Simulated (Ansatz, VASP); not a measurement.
# Cross-check of Te2Mo between VASP and Ansatz, part 2 of 2

One calculation is typed for both programs; each brings its own data sets. How far apart do they land? The structure shown is the end of the Ansatz relaxation below.

VASP 6.6.1 and Ansatz 0.2.0.

So far: The starting structure; Ansatz: relaxation, PBE with D3(BJ).

**3. VASP: single point, PBE with D3(BJ)**

Level of this step: PBE with D3(BJ), no spin polarisation; plane waves and PAW (Te, Mo_sv) (VASP).

The same cell, functional, mesh and smearing now go to VASP, with its own data sets.

Lines of VASP's logs that name or quote its potential files are left out, and so is its time.

Input file INCAR:

```
SYSTEM = Te2Mo
PREC = Accurate
ENCUT = 500
EDIFF = 1E-06
NELM = 120
ISMEAR = -1
SIGMA = 0.02
LREAL = .FALSE.
ALGO = Normal
GGA = PE
IVDW = 12
NBANDS = 80
LASPH = .TRUE.
LORBIT = 11
LWAVE = .FALSE.
LCHARG = .FALSE.
ISIF = 2
GGA_COMPAT = .FALSE.
EFERMI = MIDGAP
KPAR = 4
```

Input file POSCAR:

```
Te2Mo
1.0
    3.4979976333      0.0000000000      0.0000000000
   -1.7489988167      3.0293548128      0.0000000000
    0.0000000000      0.0000000000     46.5523888000
Te Mo
10 5
Direct
    0.3333331926      0.6666668074      0.1665572227
    0.3333331926      0.6666668074      0.2446635004
    0.3333331926      0.6666668074      0.4609792994
    0.6666665259      0.3333334741      0.3138158868
    0.3333331926      0.6666668074      0.5390207006
    0.6666665259      0.3333334741      0.3918612831
    0.3333331926      0.6666668074      0.7553364996
    0.6666665259      0.3333334741      0.6081387169
    0.3333331926      0.6666668074      0.8334427773
    0.6666665259      0.3333334741      0.6861841132
    0.6666665259      0.3333334741      0.2055880371
    0.3333331926      0.6666668074      0.3528379983
    0.6666665259      0.3333334741      0.5000000000
    0.3333331926      0.6666668074      0.6471620017
    0.6666665259      0.3333334741      0.7944119629
```

Input file KPOINTS:

```
Automatic mesh
0
Gamma
11 11 1
0 0 0
```

The projector-augmented-wave data sets are Te and Mo_sv (PBE family, release 64).

Command:

```console
$ mpirun -np 4 vasp_std
```

Numbers of over 12 decimals in the logs are rounded to 6 here.

What it wrote:

```text
[banner, memory and clock lines left out]
running    4 mpi-ranks, on    1 nodes
 distrk:  each k-point on    1 cores,    4 groups
 distr:  one band on    1 cores,    1 groups

 POSCAR found type information on POSCAR TeMo
 POSCAR found :  2 types and      15 ions
 LDA part: xc-table for (Slater+PW92), standard interpolation
 POSCAR, INCAR and KPOINTS ok, starting setup
 FFT: planning ... GRIDC
 FFT: planning ... GRID_SOFT
 FFT: planning ... GRID
 WAVECAR not read
 entering main loop
       N       E                     dE             d eps       ncg     rms          rms(c)
DAV:   1     0.100062376338E+04    0.10006E+04   -0.65528E+04  3208   0.137E+03
DAV:   2    -0.187342018625E+02   -0.10194E+04   -0.98939E+03  3128   0.318E+02
DAV:   3    -0.892278201061E+02   -0.70494E+02   -0.68501E+02  3120   0.695E+01
DAV:   4    -0.928857855020E+02   -0.36580E+01   -0.36191E+01  3656   0.141E+01
DAV:   5    -0.929930596561E+02   -0.10727E+00   -0.10683E+00  3536   0.256E+00    0.347E+01
DAV:   6    -0.910134146649E+02    0.19796E+01   -0.16585E+01  2912   0.141E+01    0.140E+01
DAV:   7    -0.911616004970E+02   -0.14819E+00   -0.15302E+01  2784   0.121E+01    0.105E+01
DAV:   8    -0.898485635983E+02    0.13130E+01   -0.38656E+00  3056   0.636E+00    0.554E+00
DAV:   9    -0.898840572466E+02   -0.35494E-01   -0.12284E+00  3224   0.318E+00    0.268E+00
DAV:  10    -0.898279445936E+02    0.56113E-01   -0.20638E-01  3024   0.160E+00    0.821E-01
DAV:  11    -0.898297323392E+02   -0.17877E-02   -0.21331E-02  3320   0.456E-01    0.580E-01
DAV:  12    -0.898290779352E+02    0.65440E-03   -0.60749E-03  3192   0.246E-01    0.340E-01
DAV:  13    -0.898290188667E+02    0.59068E-04   -0.67556E-04  3200   0.823E-02    0.369E-01
DAV:  14    -0.898289314150E+02    0.87452E-04   -0.13222E-04  3272   0.313E-02    0.343E-01
[...]
DAV:  22    -0.898287997030E+02   -0.11604E-04   -0.10607E-06  1904   0.278E-03    0.142E-02
DAV:  23    -0.898288092093E+02   -0.95064E-05   -0.78576E-07  1840   0.266E-03    0.834E-03
DAV:  24    -0.898288199420E+02   -0.10733E-04   -0.10621E-06  1856   0.284E-03    0.224E-03
DAV:  25    -0.898288331639E+02   -0.13222E-04   -0.89221E-07  1808   0.227E-03    0.501E-03
DAV:  26    -0.898288399842E+02   -0.68203E-05   -0.26374E-07  1632   0.107E-03    0.497E-03
DAV:  27    -0.898288430897E+02   -0.31055E-05   -0.96423E-08  1504   0.664E-04    0.329E-03
DAV:  28    -0.898288468536E+02   -0.37639E-05   -0.22459E-07  1648   0.142E-03    0.691E-04
DAV:  29    -0.898288472407E+02   -0.38714E-06   -0.29860E-08  1488   0.445E-04
   1 F= -.97660019E+02 E0= -.97660019E+02  d E =-.231762E-08
```

OUTCAR, selected parts (step 3):

```text
ion  position               nearest neighbor table
   1  0.333  0.667  0.167-  11 2.72  11 2.72  11 2.72   2 3.64
   2  0.333  0.667  0.245-  11 2.72  11 2.72  11 2.72   1 3.64
   3  0.333  0.667  0.461-  13 2.72  13 2.72  13 2.72   5 3.63
   4  0.667  0.333  0.314-  12 2.72  12 2.72  12 2.72   6 3.63
   5  0.333  0.667  0.539-  13 2.72  13 2.72  13 2.72   3 3.63
   6  0.667  0.333  0.392-  12 2.72  12 2.72  12 2.72   4 3.63
   7  0.333  0.667  0.755-  15 2.72  15 2.72  15 2.72   9 3.64
   8  0.667  0.333  0.608-  14 2.72  14 2.72  14 2.72  10 3.63
   9  0.333  0.667  0.833-  15 2.72  15 2.72  15 2.72   7 3.64
  10  0.667  0.333  0.686-  14 2.72  14 2.72  14 2.72   8 3.63
  11  0.667  0.333  0.206-   1 2.72   1 2.72   1 2.72   2 2.72   2 2.72   2 2.72
  12  0.333  0.667  0.353-   4 2.72   4 2.72   4 2.72   6 2.72   6 2.72   6 2.72
  13  0.667  0.333  0.500-   3 2.72   5 2.72   3 2.72   5 2.72   3 2.72   5 2.72
  14  0.333  0.667  0.647-  10 2.72  10 2.72  10 2.72   8 2.72   8 2.72   8 2.72
  15  0.667  0.333  0.794-   9 2.72   9 2.72   9 2.72   7 2.72   7 2.72   7 2.72

  LATTYP: Found a hexagonal cell.
 ALAT       =     3.4979976333
 C/A-ratio  =    13.3082962541

 Subroutine GETGRP returns: Found 12 space group operations
 (whereof 12 operations were pure point group operations)

The static configuration has the point symmetry D_3h.

 Found     16 irreducible k-points:

   k-points           NKPTS =     16   k-points in BZ     NKDIM =     16   number of bands    NBANDS=     80

   dimension x,y,z NGX =    28 NGY =   28 NGZ =  350
   dimension x,y,z NGXF=    56 NGYF=   56 NGZF=  700

   ENCUT  =  500.0 eV  36.75 Ry    6.06 a.u.   6.38  6.38 84.88*2*pi/ulx,y,z

   NELECT =     130.0000    total number of electrons

 k-points in reciprocal lattice and weights: Automatic mesh
   0.00000000  0.00000000  0.00000000       0.008
   0.09090909  0.00000000  0.00000000       0.050
   0.18181818  0.00000000  0.00000000       0.050
   0.27272727  0.00000000  0.00000000       0.050
   0.36363636  0.00000000  0.00000000       0.050
   0.45454545  0.00000000  0.00000000       0.050
   0.09090909  0.09090909  0.00000000       0.050
   0.18181818  0.09090909  0.00000000       0.099
   0.27272727  0.09090909  0.00000000       0.099
[...]
0.27272727  0.27272727  0.00000000       0.050
   0.36363636  0.27272727  0.00000000       0.050

 average (electrostatic) potential at core
       1 -89.2435       2 -89.2681       3 -89.2781       4 -89.2787       5 -89.2781
       6 -89.2778       7 -89.2681       8 -89.2778       9 -89.2435      10 -89.2787
      11 -76.4853      12 -76.4868      13 -76.4870      14 -76.4868      15 -76.4853

 E-fermi :   5.4412

 k-point     1 :       0.0000    0.0000    0.0000
  band No.  band energies     occupation
    ...
     61       4.1019      2.00000
     62       4.9844      2.00000
     63       5.0477      2.00000
     64       5.0908      2.00000
     65       5.1131      2.00000
     66       7.9927      0.00000
     67       7.9927      0.00000
     68       8.0133      0.00000
     69       8.0133      0.00000
     70       8.0486      0.00000
    ...

 k-point     2 :       0.0909    0.0000    0.0000
  band No.  band energies     occupation
    ...
     61       4.2241      2.00000
     62       4.9878      2.00000
     63       5.0054      2.00000
     64       5.0372      2.00000
     65       5.0773      2.00000
     66       7.5795      0.00000
     67       7.5873      0.00000
     68       7.6064      0.00000
     69       7.6370      0.00000
     70       7.6904      0.00000
    ...

 k-point     3 :       0.1818    0.0000    0.0000
  band No.  band energies     occupation
    ...
     61       4.1669      2.00000
     62       4.5356      2.00000
     63       4.5666      2.00000
     64       4.6276      2.00000
     65       4.7094      2.00000
     66       6.7534      0.00000
     67       6.8015      0.00000
     68       6.8865      0.00000
     69       6.9736      0.00000
     70       7.0416      0.00000
    ...

 Edisp (eV)   -7.83117

  Total      -0.01488    -0.01488     0.12302     0.00000     0.00000     0.00000
  in kB      -0.04831    -0.04831     0.39954     0.00000     0.00000     0.00000
  external pressure =        0.10 kB  Pullay stress =        0.00 kB

  energy-cutoff  :      500.00
  volume of cell :      493.30
      direct lattice vectors                 reciprocal lattice vectors
     3.497997633  0.000000000  0.000000000     0.285877838  0.165051647  0.000000000
    -1.748998817  3.029354813  0.000000000     0.000000000  0.330103293  0.000000000
     0.000000000  0.000000000 46.552388800     0.000000000  0.000000000  0.021481175

 POSITION                                       TOTAL-FORCE (eV/Angst)
 -----------------------------------------------------------------------------------
     -0.00000      2.01957      7.75364         0.000000     -0.000000     -0.014983
     -0.00000      2.01957     11.38967         0.000000     -0.000000      0.017580
     -0.00000      2.01957     21.45969         0.000000     -0.000000     -0.017541
      1.74900      1.00979     14.60888         0.000000     -0.000000     -0.017640
     -0.00000      2.01957     25.09270         0.000000     -0.000000      0.017541
      1.74900      1.00979     18.24208         0.000000     -0.000000      0.017469
     -0.00000      2.01957     35.16272         0.000000     -0.000000     -0.017580
      1.74900      1.00979     28.31031         0.000000     -0.000000     -0.017469
     -0.00000      2.01957     38.79875         0.000000      0.000000      0.014983
      1.74900      1.00979     31.94351         0.000000     -0.000000      0.017640
      1.74900      1.00979      9.57061        -0.000000     -0.000000      0.000919
     -0.00000      2.01957     16.42545         0.000000      0.000000     -0.000557
      1.74900      1.00979     23.27619         0.000000     -0.000000      0.000000
     -0.00000      2.01957     30.12694        -0.000000     -0.000000      0.000557
      1.74900      1.00979     36.98177        -0.000000     -0.000000     -0.000919
 -----------------------------------------------------------------------------------
    total drift:                                0.009163     -0.005290     -0.000000

  FREE ENERGIE OF THE ION-ELECTRON SYSTEM (eV)
  ---------------------------------------------------
  free  energy   TOTEN  =       -97.6600192716 eV

  energy  without entropy=      -97.6600192693  energy(sigma->0) =      -97.66001927

 total charge
# of ion       s       p       d       tot
------------------------------------------
    1        1.384   1.983   0.062   3.430
    2        1.387   1.977   0.066   3.430
    3        1.387   1.977   0.066   3.431
    4        1.387   1.977   0.066   3.430
    5        1.387   1.977   0.066   3.431
    6        1.387   1.977   0.066   3.431
    7        1.387   1.977   0.066   3.430
    8        1.387   1.977   0.066   3.431
    9        1.384   1.983   0.062   3.430
   10        1.387   1.977   0.066   3.430
   11        2.254   6.147   3.990  12.392
   12        2.255   6.147   3.994  12.396
   13        2.255   6.147   3.994  12.396
   14        2.255   6.147   3.994  12.396
   15        2.254   6.147   3.990  12.392
--------------------------------------------------
tot         25.139  50.516  20.618  96.274

[... 3 further parts left out ...]
```

This run has no spin polarisation, so a moment on Mo, if there is one, isn't seen.

**4. Comparison**

Known differences besides the potentials themselves: the data sets hold 230 valence electrons in Ansatz (on its PAW soft_1 files) and 130 in VASP; the cutoff is 600 eV in Ansatz and 500 eV in VASP; Ansatz's pressure holds a Pulay correction, VASP's none. Total energies have different zeros and are not compared.

Compared:

| quantity | Ansatz | VASP | difference |
| --- | --- | --- | --- |
| pressure (GPa) | -0.01 | 0.01 | -0.02 |
| gap on the k mesh (eV) | 0.679 | 0.674 | +0.005 |

The largest component of a force difference here is 17 meV/Å. A gap on the mesh is an upper bound, since the band edges may lie between its points. Where the cell holds vacuum, a pressure given here is an average over it and none of the material.

**5. Outcome**

```json
{"difference in gap on the k mesh (single point, PBE with D3(BJ))": "0.0055 eV", "r.m.s. force difference (single point, PBE with D3(BJ))": "7.8 meV/Å"}
```

What this shows: The r.m.s. force difference is 7.8 meV/Å (single point, PBE with D3(BJ)), within the 12 meV/Å picked in this series as the mark of a large difference. The data sets hold unlike numbers of valence electrons (230 in Ansatz and 130 in VASP), so part of the differences may come from the potentials. Such differences can come from data sets, numerical settings and the points named under the comparisons, not from the functional's error against experiment.

[Lines on the potential files, build, host, timing and source positions are cut from VASP's logs without a mark.]

[Logs are printed without paths, hosts, clocks, repeated set-up lines and the standing remarks that a program may print on its own settings, such as how far it seeks lower states.]

[Hosts, paths, dates, database ids (printed as entryN), source tags and the programs' standing remarks are cut or masked in the printed files.]
